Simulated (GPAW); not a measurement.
# Fe (Im-3m) in GPAW: settings compared, part 2 of 3

GPAW 26.7.0.

### Step 4. Equation of state, PBEsol+D4, collinear spin, ferromagnetic start

Contents of run.py:

```python
from ase.calculators.mixing import SumCalculator
from ase.eos import EquationOfState
from ase.io import Trajectory, read
from ase.units import GPa
from dftd4.ase import DFTD4
from gpaw import GPAW, PW, setup_paths

setup_paths.insert(0, '.')

atoms = read('POSCAR')
atoms.set_initial_magnetic_moments([3.0])

traj = Trajectory('eos.traj', 'w')
volumes, energies = [], []
for x in [0.94, 0.96, 0.98, 1.0, 1.02, 1.04, 1.06]:
    a = atoms.copy()
    a.set_cell(atoms.cell * x**(1 / 3), scale_atoms=True)
    calc = GPAW(mode=PW(600),
                xc='PBEsol',
                kpts={'size': (10, 10, 10), 'gamma': True},
                occupations={'name': 'fermi-dirac', 'width': 0.05},
                nbands=12,
                convergence={'density': 1e-05, 'energy': 1e-05},
                maxiter=150,
                txt=f'eos-{x:.2f}.txt')
    a.calc = SumCalculator([calc, DFTD4(method='pbesol')])
    energies.append(a.get_potential_energy())
    volumes.append(a.get_volume())
    p = -a.get_stress()[:3].mean() / GPa
    calc.write(f'eos-{x:.2f}.gpw')
    traj.write(a)
    print(f'{x:.2f} {volumes[-1]:10.4f} A^3 {energies[-1]:14.6f} eV {p:9.3f} GPa', flush=True)

v0, e0, B = EquationOfState(volumes, energies, eos='birchmurnaghan').fit()
print(f'V0 = {v0:.4f} A^3, E0 = {e0:.6f} eV, B0 = {B / GPa:.2f} GPa')
```

Contents of POSCAR:

```
Fe
1.0
   -1.4430000000      1.4430000000      1.4430000000
    1.4430000000     -1.4430000000      1.4430000000
    1.4430000000      1.4430000000     -1.4430000000
Fe
1
Direct
    0.0000000000      0.0000000000      0.0000000000
```

Potentials or basis: PAW data sets generated in the run's folder for this functional, pw.

Command:

```console
$ gpaw-setup -f PBEsol Fe
$ OMP_NUM_THREADS=1 python run.py
```

Output:

```text
__  _  _
 | _ |_)|_||  |
 |__||  | ||/\| - 26.7.0

Input parameters:
  mode=PW(ecut=600.0),
  convergence={'density': 1e-05, 'energy': 1e-05},
  kpts=MonkhorstPack(size=(10, 10, 10), gamma=True),
  maxiter=150,
  nbands=12,
  occupations=Occupations(name='fermi-dirac', width=0.05),
  xc=XC(name='PBEsol')

Diagonalizing LCAO Hamiltonian
Converting LCAO to pw mode

       Fe

Atoms  # Å, Bohr magnetons
|   | symbol |        x |        y |        z |    initial magnetic moments |
|---|--------|----------|----------|----------|-----------------------------|
| 0 |     Fe | 0.000000 | 0.000000 | 0.000000 | ( 0.0000,  0.0000,  3.0000) |

Unit cell  # Å
| periodic |         x |         y |         z |  lengths |     angles |
|----------|-----------|-----------|-----------|----------|------------|
|      yes | -1.423498 |  1.423498 |  1.423498 | 2.465570 | 109.471221 |
|      yes |  1.423498 | -1.423498 |  1.423498 | 2.465570 | 109.471221 |
|      yes |  1.423498 |  1.423498 | -1.423498 | 2.465570 | 109.471221 |

Number of symmetries: 48
Symmetry operations  # r_c * U_cc + t_c -> r_c
|    | kind |            matrix            |
|----|------|------------------------------|
|  0 |  σ   |  1, 1, 1,  0, 0,-1,  0,-1, 0 |
|  1 |  C4  |  1, 1, 1,  0, 0,-1, -1, 0, 0 |
|  2 |  C2  |  1, 1, 1,  0,-1, 0,  0, 0,-1 |
|  3 |  S6  |  1, 1, 1,  0,-1, 0, -1, 0, 0 |
|  4 |  S6  |  1, 1, 1, -1, 0, 0,  0, 0,-1 |
|  5 |  C4  |  1, 1, 1, -1, 0, 0,  0,-1, 0 |
|  6 |  E   |  1, 0, 0,  0, 1, 0,  0, 0, 1 |
|  7 |  σ   |  1, 0, 0,  0, 1, 0, -1,-1,-1 |
|  8 |  σ   |  1, 0, 0,  0, 0, 1,  0, 1, 0 |
|  9 |  C3  |  1, 0, 0,  0, 0, 1, -1,-1,-1 |
| 10 |  C3  |  1, 0, 0, -1,-1,-1,  0, 1, 0 |
| 11 |  σ   |  1, 0, 0, -1,-1,-1,  0, 0, 1 |
| 12 |  σ   |  0, 1, 0,  1, 0, 0,  0, 0, 1 |
| 13 |  C2  |  0, 1, 0,  1, 0, 0, -1,-1,-1 |
| 14 |  C3  |  0, 1, 0,  0, 0, 1,  1, 0, 0 |
| 15 |  S4  |  0, 1, 0,  0, 0, 1, -1,-1,-1 |
| 16 |  S4  |  0, 1, 0, -1,-1,-1,  1, 0, 0 |
| 17 |  C3  |  0, 1, 0, -1,-1,-1,  0, 0, 1 |
| 18 |  C3  |  0, 0, 1,  1, 0, 0,  0, 1, 0 |
| 19 |  S4  |  0, 0, 1,  1, 0, 0, -1,-1,-1 |
| 20 |  σ   |  0, 0, 1,  0, 1, 0,  1, 0, 0 |
| 21 |  C3  |  0, 0, 1,  0, 1, 0, -1,-1,-1 |
| 22 |  C2  |  0, 0, 1, -1,-1,-1,  1, 0, 0 |
| 23 |  S4  |  0, 0, 1, -1,-1,-1,  0, 1, 0 |
| 24 |  C4  |  0, 0,-1,  1, 1, 1,  0,-1, 0 |
| 25 |  σ   |  0, 0,-1,  1, 1, 1, -1, 0, 0 |
| 26 |  S6  |  0, 0,-1,  0,-1, 0,  1, 1, 1 |
| 27 |  C2  |  0, 0,-1,  0,-1, 0, -1, 0, 0 |
| 28 |  C4  |  0, 0,-1, -1, 0, 0,  1, 1, 1 |
| 29 |  S6  |  0, 0,-1, -1, 0, 0,  0,-1, 0 |
| 30 |  S6  |  0,-1, 0,  1, 1, 1,  0, 0,-1 |
| 31 |  C4  |  0,-1, 0,  1, 1, 1, -1, 0, 0 |
| 32 |  C4  |  0,-1, 0,  0, 0,-1,  1, 1, 1 |
| 33 |  S6  |  0,-1, 0,  0, 0,-1, -1, 0, 0 |
| 34 |  σ   |  0,-1, 0, -1, 0, 0,  1, 1, 1 |
| 35 |  C2  |  0,-1, 0, -1, 0, 0,  0, 0,-1 |
| 36 |  C2  | -1, 0, 0,  1, 1, 1,  0, 0,-1 |
| 37 |  S6  | -1, 0, 0,  1, 1, 1,  0,-1, 0 |
| 38 |  S6  | -1, 0, 0,  0, 0,-1,  1, 1, 1 |
| 39 |  C2  | -1, 0, 0,  0, 0,-1,  0,-1, 0 |
| 40 |  C2  | -1, 0, 0,  0,-1, 0,  1, 1, 1 |
| 41 |  i   | -1, 0, 0,  0,-1, 0,  0, 0,-1 |
| 42 |  S4  | -1,-1,-1,  1, 0, 0,  0, 1, 0 |
| 43 |  C3  | -1,-1,-1,  1, 0, 0,  0, 0, 1 |
| 44 |  C3  | -1,-1,-1,  0, 1, 0,  1, 0, 0 |
| 45 |  σ   | -1,-1,-1,  0, 1, 0,  0, 0, 1 |
| 46 |  S4  | -1,-1,-1,  0, 0, 1,  1, 0, 0 |
| 47 |  C2  | -1,-1,-1,  0, 0, 1,  0, 1, 0 |

BZ-sampling:
  Number of BZ points: 1000
  Number of IBZ points: 47

  Monkhorst-Pack size: [10, 10, 10]
  Monkhorst-Pack shift: [0.05, 0.05, 0.05]

K-points  # in reciprocal-cell coordinates
|     |                                coordinates |     weight |
|-----|--------------------------------------------|------------|
|   0 | (  0.00000000,   0.00000000,   0.00000000) | 0.00100000 |
|   1 | (  0.10000000,   0.00000000,   0.00000000) | 0.01200000 |
|   2 | (  0.10000000,   0.10000000,  -0.10000000) | 0.00600000 |
|   3 | (  0.20000000,   0.00000000,  -0.10000000) | 0.02400000 |
|   4 | (  0.20000000,   0.00000000,   0.00000000) | 0.01200000 |
|   5 | (  0.20000000,   0.10000000,  -0.10000000) | 0.02400000 |
|   6 | (  0.20000000,   0.20000000,  -0.20000000) | 0.00600000 |
|   7 | (  0.30000000,  -0.10000000,  -0.10000000) | 0.00800000 |
|   8 | (  0.30000000,   0.00000000,  -0.10000000) | 0.04800000 |
|   9 | (  0.30000000,   0.00000000,   0.00000000) | 0.01200000 |
| ... |                                            |            |
|  46 | (  0.50000000,   0.50000000,   0.50000000) | 0.00100000 |

Plane wave coefficients: 397
Cutoff: 600.0 eV

Spin-components: 2 (collinear spins)
Bands:           12
Projectors:      6
Spin-degeneracy: 1
Datatype:        complex128

Parallelization:
  kpt:    1
  domain: 1
  band:   1

Density:
  Valence electrons: 8.0
  Components: 2
  Grid points: [14 14 14]
  Charge: 0.0  # |e|

Potential:
  Grid points: [14 14 14]

species:
  Fe:
    name:    Iron
    Z:       26.0
    valence: 8
    core:    18
    charge:  0.0  # [|e|]
    compensation charges:
      type: gauss
      rc: 0.33  # [Å]
      lmax: 2
    cutoffs:
      filter: 2.06  # [Å]
      core: 2.67  # [Å]
    projectors
    | kind |    occ | energy [eV] | rcut [Å] |
    |------|--------|-------------|----------|
    |   4s |  2.000 |      -5.310 |    1.164 |
    |   4p |  0.000 |      -1.300 |    1.058 |
    |   3d |  6.000 |      -7.529 |    1.058 |
    |    s |        |      21.902 |    1.164 |
    |    p |        |      25.911 |    1.058 |
    |    d |        |      19.682 |    1.058 |

    Using partial waves for Fe as LCAO basis

Reference energy: -34587.149600  # eV

eigensolver:
  PPCG
  Converge bands: occupied
  niter=2

density mixing:
  MSR1-Mixer
  Pratt-step length: 0.05
  Maximum mixing coefficient: 0.75
  Old densities: 10
  SVD Regularization: 0.005
  Good broyden scale: 1.0
  Trust region scale: 1.0
  Backstep threshold: 4.0
  History deletion threshold: 6.0
  Fourier metric: weight=20.0, sigma=0.015

occupation numbers:
  Fermi-Dirac:
    width: 0.0500  # eV

poisson solver:
  ecut: 4800.0  # eV

xc functional:
  name: PBEsol with 2 nearest neighbor stencil

convergence criteria:
- Maximum integral of absolute [dens]ity change: 1e-05 electrons / valence electron
- Maximum [total energy] change in last 3 cyles: 1e-05 eV / valence electron
- Maximum integral of absolute [eigenst]ate change: 4e-08 eV^2 / valence electron
maximum number of iterations: 150

SCF iterations
|iter     | |      energy | eigst |  dens |  magmom |
|---------|-|-------------|-------|-------|---------|
|iter:   1| |   -9.531024 | +0.13 |       |  +3.0050|
|iter:   2| |   -9.526591 | -2.12 | -0.90 |  +2.9733|
|iter:   3| |   -9.602132 | -2.19 | -0.94 |  +2.6591|
|iter:   4| |   -9.640360 | -3.09 | -1.27 |  +2.4956|
|iter:   5| |   -9.668989 | -2.78 | -1.40 |  +2.2094|
|iter:   6| |   -9.671389 | -4.11 | -2.01 |  +2.1675|
|iter:   7| |   -9.671698 | -4.53 | -2.21 |  +2.1332|
|iter:   8| |   -9.671695 | -6.67 | -3.26 |  +2.1342|
|iter:   9| |   -9.671695c| -7.21 | -3.63 |  +2.1348|
|iter:  10| |   -9.671695c| -7.90c| -4.52 |  +2.1347|
|iter:  11| |   -9.671695c| -7.72c| -4.68 |  +2.1347|
|iter:  12| |   -9.671695c| -9.00c| -5.71c|  +2.1347|

Converged in 12 steps
Energy contributions relative to reference atoms: (reference = -34587.149600)

Energy contributions:
  Kinetic:           4.793431
  Coulomb:          -4.012346
  Zero:              0.064640
  External:          0.000000
  Xc:              -10.513887
  Entropy:          -0.007066
  Spinorbit:         0.000000
  ----------------------------
  Free energy:      -9.675228
  Extrapolated:     -9.671695

dipole moment: (-3.498720, -3.498720, -3.498720)  # |e|*Ang

Total magnetic moment: (0.000000, 0.000000, 2.134715)

Local magnetic moments
|        x |        y |        z |
|----------|----------|----------|
| 0.000000 | 0.000000 | 2.169911 |  # Fe   0

Fermi level: 9.762
Eigenvalues  # (at kpt = [0.000, 0.000, 0.000])
| band index |      eig [eV] | occ [0-1] |      eig [eV] | occ [0-1] |
|------------|---------------|-----------|---------------|-----------|
|          0 |         1.226 |     1.000 |         1.440 |     1.000 |
|          1 |         7.476 |     1.000 |         9.360 |     1.000 |
|          2 |         7.476 |     1.000 |         9.360 |     1.000 |
|          3 |         7.476 |     1.000 |         9.360 |     1.000 |
|          4 |         8.700 |     1.000 |        11.315 |     0.000 |
|          5 |         8.700 |     1.000 |        11.315 |     0.000 |
|          6 |        34.518 |     0.000 |        34.339 |     0.000 |
|          7 |        34.518 |     0.000 |        34.339 |     0.000 |
|          8 |        34.518 |     0.000 |        34.339 |     0.000 |
|          9 |        35.092 |     0.000 |        36.812 |     0.000 |
|         10 |        35.092 |     0.000 |        36.812 |     0.000 |
|         11 |        35.092 |     0.000 |        36.815 |     0.000 |

No gap
No difference between direct/indirect transitions

Stress tensor  # eV/Ang^3
|        x |         y |         z |
|----------|-----------|-----------|
| 0.068785 |  0.000000 |  0.000000 |
| 0.000000 |  0.068785 | -0.000000 |
| 0.000000 | -0.000000 |  0.068785 |

# Writing to eos-0.96.gpw (mode='')
```

Wall time 55 s (1 thread of Intel Xeon 6985P-C at 2.30GHz (Granite Rapids), shared host); peak memory 0.2 GiB.

Results:

| Property | Result |
| --- | --- |
| Equilibrium volume | 10.96 Å³/atom (rough: see the caveat) |
| Bulk modulus | 325 GPa (rough) |

Energy against volume, from the lowest point:
| volume (Å³/atom) | energy (meV/atom) |
| --- | --- |
| 11.298 | 0.00 |
| 11.538 | 16.97 |
| 11.778 | 39.88 |
| 12.019 | 67.75 |
| 12.259 | 99.54 |
| 12.499 | 133.98 |
| 12.740 | 170.06 |

Caveat: the fit is doubtful: noisy points or a state that changes with volume; the minimum lies outside the volumes run.

(Continued in part 3 of 3.)
